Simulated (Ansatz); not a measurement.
Runs of Ansatz 0.2.0 on GaSb. The structure is cubic, space group F-43m (No. 216). The conventional cell has a = 6.118 Å, b = 6.118 Å, c = 6.118 Å, α = 90.00°, β = 90.00°, γ = 90.00°. Sb (site symmetry -43m) is surrounded by 4 Ga at 2.65 Å. Ga (site symmetry -43m) is surrounded by 4 Sb at 2.65 Å. 

```tsv
task	level	cell	k mesh	cutoff (eV)	smearing	basis error allowed	pressure (GPa)	relaxed volume (Å³/atom)
relaxation of cell and atoms	PBE+D4	relaxed	8 × 8 × 8	-	fermi-dirac 0.05 eV	0.001 eV/atom	0.0	28.50
single point	PBE	as given	5 × 5 × 5	257	fermi-dirac 0.03 eV	0.002 eV/atom	2.5	-
relaxation of cell and atoms	BLYP	relaxed	8 × 8 × 8	-	fermi-dirac 0.05 eV	0.001 eV/atom	0.0	(a)
relaxation of cell and atoms	BLYP+D4	relaxed	8 × 8 × 8	-	fermi-dirac 0.05 eV	0.001 eV/atom	0.0	28.86
```

Alike in all rows: potentials or basis all-electron LAPW, scalar-relativistic; no spin polarisation.

Task: Fill in the values left out.

Result: (a) 32.07.

Caveats: the k mesh is thin for a metal, which can move the energy by tens of meV per atom (some runs); the volume moved by +12 % from the deposited cell, more than functionals usually miss (some runs).

Not every run made on this cell is shown here.
